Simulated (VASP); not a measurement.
# PtSe2 (P-3m1) in VASP: further runs, part 2 of 2

VASP 6.6.1. The steps go on from the part before.

## 3. Relaxation of cell and atoms, PBE+D3(BJ)

This run uses another cell than the first one, of 19.79 Å³/atom, 0.976 times its volume.

The input, INCAR:

```
  PREC = Accurate
  ENCUT = 520
  EDIFF = 1E-7
  ISMEAR = 0
  SIGMA = 0.02
  LREAL = F
  LASPH = T
  NELM = 80
  ALGO = Normal
  ISIF = 3
  LWAVE = F
  LCHARG = F
  GGA = PE
  IVDW = 12
  IBRION = 2
  NSW = 80
  EDIFFG = -0.002
  KPAR = 4
```

The input, KPOINTS:

```
regular mesh
0
Gamma
  9 9 6
```

The input, POSCAR:

```
PtSe2                                   
1.0
    3.7693538447      0.0000000000      0.0000000000
   -1.8846769224      3.2643561816     -0.0000000000
    0.0000000000      0.0000000000      4.8244150509
  Pt              Se            
     1     2
Direct
     0.0000000000000000    0.0000000000000000    0.0000000000000000
     0.3333333300000021    0.6666666699999979    0.2657981512195185
     0.6666666699999979    0.3333333300000021    0.7342018487804816
```

Potentials or basis: VASP PAW PBE potentials, release 64 (Pt, Se).

The run is started by

```sh
> cat potpaw_PBE.64/Pt/POTCAR potpaw_PBE.64/Se/POTCAR > POTCAR
> mpirun -np 4 vasp_std > vasp.out
```

OUTCAR:

```text
PREC = Accurate
   ENCUT = 520
   EDIFF = 1E-7
   ISMEAR = 0
   LREAL = F
   LASPH = T
   NELM = 80
   ISIF = 3
   GGA = PE
   IVDW = 12
   IBRION = 2
   NSW = 80
   EDIFFG = -0.002
 IVDW          = 12

 ion  position               nearest neighbor table
   1  0.000  0.000  0.000-   2 2.53   3 2.53   2 2.53   3 2.53   3 2.53   2 2.53
   2  0.333  0.667  0.266-   1 2.53   1 2.53   1 2.53
   3  0.667  0.333  0.734-   1 2.53   1 2.53   1 2.53

  LATTYP: Found a hexagonal cell.
 ALAT       =     3.7693538447
 C/A-ratio  =     1.2799050579

  Lattice vectors:

 A1 = (   3.7693538447,   0.0000000000,   0.0000000000)
 A2 = (  -1.8846769224,   3.2643561816,   0.0000000000)
 A3 = (   0.0000000000,   0.0000000000,   4.8244150509)

Analysis of symmetry for initial positions (statically):
=====================================================================
 Subroutine PRICEL returns:
 Original cell was already a primitive cell.

 Routine SETGRP: Setting up the symmetry group for a
 hexagonal supercell.

 Subroutine GETGRP returns: Found 12 space group operations
 (whereof 12 operations were pure point group operations)
 out of a pool of 24 trial point group operations.

The static configuration has the point symmetry D_3d.

Analysis of symmetry for dynamics (positions and initial velocities):
=====================================================================
 Subroutine PRICEL returns:
 Original cell was already a primitive cell.

 Routine SETGRP: Setting up the symmetry group for a
 hexagonal supercell.

 Subroutine GETGRP returns: Found 12 space group operations
 (whereof 12 operations were pure point group operations)
 out of a pool of 24 trial point group operations.

The dynamic configuration has the point symmetry D_3d.

 Subroutine INISYM returns: Found 12 space group operations
 (whereof 12 operations are pure point group operations),
 and found     1 'primitive' translations

----------------------------------------------------------------------------------------

                                     Primitive cell

  volume of cell :      59.3621

  direct lattice vectors                    reciprocal lattice vectors
     3.769353845  0.000000000  0.000000000     0.265297460  0.153169560  0.000000000
    -1.884676922  3.264356182  0.000000000     0.000000000  0.306339120  0.000000000
     0.000000000  0.000000000  4.824415051     0.000000000  0.000000000  0.207279015

  length of vectors
     3.769353845  3.769353841  4.824415051     0.306339120  0.306339120  0.207279015

  position of ions in fractional coordinates (direct lattice)
     0.000000000  0.000000000  0.000000000
     0.333333330  0.666666670  0.265798151
     0.666666670  0.333333330  0.734201849

[... 121 lines left out ...]
  ---------------------------------------------------
  ext. energy  EPLUGINS =         0.00000000
  ---------------------------------------------------
  free energy    TOTEN  =       -14.19433242 eV

  energy without entropy =      -14.19402486  energy(sigma->0) =      -14.19417864

------------------------ aborting loop because EDIFF is reached ----------------------------------------

 Edisp (eV)   -1.47126

 E8    (eV) :    -0.6321

  FORCE on cell =-STRESS in cart. coord.  units (eV):
  Direction    XX          YY          ZZ          XY          YZ          ZX
  --------------------------------------------------------------------------------------
  -------------------------------------------------------------------------------------
  Total       0.00158     0.00158    -0.00606    -0.00000     0.00000     0.00000
  in kB       0.04273     0.04273    -0.16365    -0.00000     0.00000     0.00000
  external pressure =       -0.03 kB  Pullay stress =        0.00 kB

 VOLUME and BASIS-vectors are now :
 -----------------------------------------------------------------------------
  energy-cutoff  :      520.00
  volume of cell :       59.36
      direct lattice vectors                 reciprocal lattice vectors
     3.769353845  0.000000000  0.000000000     0.265297460  0.153169560  0.000000000
    -1.884676922  3.264356182  0.000000000     0.000000000  0.306339120  0.000000000
     0.000000000  0.000000000  4.824415051     0.000000000  0.000000000  0.207279015

 POSITION                                       TOTAL-FORCE (eV/Angst)
 -----------------------------------------------------------------------------------
      0.00000      0.00000      0.00000        -0.000000      0.000000      0.000000
     -0.00000      2.17624      1.28232        -0.000000      0.000000      0.000391
      1.88468      1.08812      3.54209         0.000000      0.000000     -0.000391
 -----------------------------------------------------------------------------------
    total drift:                                0.000000     -0.000000      0.000000

  FREE ENERGIE OF THE ION-ELECTRON SYSTEM (eV)
  ---------------------------------------------------
  free  energy   TOTEN  =       -15.6655945636 eV

  energy  without entropy=      -15.6652870001  energy(sigma->0) =      -15.66544078

--------------------------------------- Ionic step        2  -------------------------------------------

 number of electron      21.9999997 magnetization

 Free energy of the ion-electron system (eV)
  ---------------------------------------------------
  ext. energy  EPLUGINS =         0.00000000
  ---------------------------------------------------
  free energy    TOTEN  =       -14.19426028 eV

  energy without entropy =      -14.19395305  energy(sigma->0) =      -14.19410667

 E-fermi :   6.7401     XC(G=0): -10.8278

 val. band max:        6.6905914500   @ k =   0.3333   0.3333   0.0000
 cond. band min:       6.7444804839   @ k =  -0.1111   0.4444   0.1667
 fundamental gap:      0.0538890339
 Fermi energy:         6.7401489537

 k-point     1 :       0.0000    0.0000    0.0000
  band No.  band energies     occupation
      1      -8.9479      2.00000
      2      -5.8497      2.00000
      3      -0.3999      2.00000
      4       0.4972      2.00000
      5       0.4972      2.00000
      6       2.9300      2.00000
      7       2.9300      2.00000
      8       4.2438      2.00000
      9       5.7202      2.00000
     10       5.7202      2.00000
     11       7.5078      0.00000
     12       7.7879      0.00000
     13       7.7879      0.00000
     14      10.0854      0.00000
[... 401 lines left out ...]
      2      -6.3952      2.00000
      3       0.1346      2.00000
      4       0.8008      2.00000
      5       1.1131      2.00000
      6       1.7930      2.00000
      7       2.5300      2.00000
      8       3.3753      2.00000
      9       4.3837      2.00000
     10       4.7926      2.00000
     11       6.2619      2.00000
     12       7.0669      0.00000
     13       8.1124      0.00000
     14      11.3647      0.00000
     15      12.9358      0.00000

 [... further k-points ...]

------------------------ aborting loop because EDIFF is reached ----------------------------------------

 Edisp (eV)   -1.47133

 E8    (eV) :    -0.6322

  FORCE on cell =-STRESS in cart. coord.  units (eV):
  Direction    XX          YY          ZZ          XY          YZ          ZX
  --------------------------------------------------------------------------------------
  -------------------------------------------------------------------------------------
  Total       0.00153     0.00153    -0.00358    -0.00000    -0.00000     0.00000
  in kB       0.04122     0.04122    -0.09655    -0.00000    -0.00000     0.00000
  external pressure =       -0.00 kB  Pullay stress =        0.00 kB

 VOLUME and BASIS-vectors are now :
 -----------------------------------------------------------------------------
  energy-cutoff  :      520.00
  volume of cell :       59.36
      direct lattice vectors                 reciprocal lattice vectors
     3.769449812 -0.000000000  0.000000000     0.265290706  0.153165660 -0.000000000
    -1.884724906  3.264439291 -0.000000000     0.000000000  0.306331321 -0.000000000
     0.000000000  0.000000000  4.823944658    -0.000000000 -0.000000000  0.207299227

 POSITION                                       TOTAL-FORCE (eV/Angst)
 -----------------------------------------------------------------------------------
      3.76945     -0.00000      0.00000        -0.000000      0.000000      0.000000
     -0.00000      2.17629      1.28221        -0.000000      0.000000      0.000736
      1.88472      1.08815      3.54173         0.000000     -0.000000     -0.000736
 -----------------------------------------------------------------------------------
    total drift:                                0.000000      0.000000     -0.000000

  FREE ENERGIE OF THE ION-ELECTRON SYSTEM (eV)
  ---------------------------------------------------
  free  energy   TOTEN  =       -15.6655951845 eV

  energy  without entropy=      -15.6652879537  energy(sigma->0) =      -15.66544157

 reached required accuracy - stopping structural energy minimisation
```

OSZICAR:

```text
N       E                     dE             d eps       ncg     rms          rms(c)
DAV:   1     0.115198644425E+03    0.11520E+03   -0.10221E+04  1892   0.129E+03
DAV:   2    -0.101529153199E+02   -0.12535E+03   -0.12251E+03  2378   0.236E+02
DAV:   3    -0.148887083724E+02   -0.47358E+01   -0.46869E+01  2266   0.488E+01
DAV:   4    -0.149247489039E+02   -0.36041E-01   -0.36031E-01  2238   0.466E+00
[... 11 lines left out ...]
       N       E                     dE             d eps       ncg     rms          rms(c)
DAV:   1    -0.141942614678E+02    0.70930E-04   -0.61782E-05  1895   0.580E-02    0.635E-03
DAV:   2    -0.141942605291E+02    0.93865E-06   -0.51681E-06  2000   0.230E-02    0.387E-03
DAV:   3    -0.141942603168E+02    0.21233E-06   -0.57054E-07  1973   0.817E-03    0.149E-03
DAV:   4    -0.141942602815E+02    0.35302E-07   -0.31360E-07  1803   0.369E-03
   2 F= -.15665595E+02 E0= -.15665442E+02  d E =-.620948E-06
```

Wall time 26 s (4 MPI ranks of AMD EPYC 7R13 (Zen 3), shared host); peak memory 0.2 GiB.

What came out:

```
Free energy                : -15.6656 eV
Energy gained by relaxing  : 0.0 meV/atom
Ionic steps                : 2
Pressure after relaxing    : 0.0 GPa
Band gap on the k mesh     : none (metal or under the smearing width)
Dispersion energy per atom : -0.490 eV
```

Final structure:
```cif
data_structure
_symmetry_space_group_name_H-M 'P 1'
_symmetry_Int_Tables_number 1
_cell_length_a 3.7694
_cell_length_b 3.7694
_cell_length_c 4.8239
_cell_angle_alpha 90.000
_cell_angle_beta 90.000
_cell_angle_gamma 120.000
_cell_volume 59.36
loop_
_atom_site_label
_atom_site_type_symbol
_atom_site_fract_x
_atom_site_fract_y
_atom_site_fract_z
_atom_site_occupancy
Pt1 Pt 0.00000 0.00000 0.00000 1
Se1 Se 0.33333 0.66667 0.26580 1
Se2 Se 0.66667 0.33333 0.73420 1
```

Caveat: pairwise dispersion overbinds metals, which lowers pressure and volume. The run has no spin-orbit coupling, so splittings on Pt are missing.
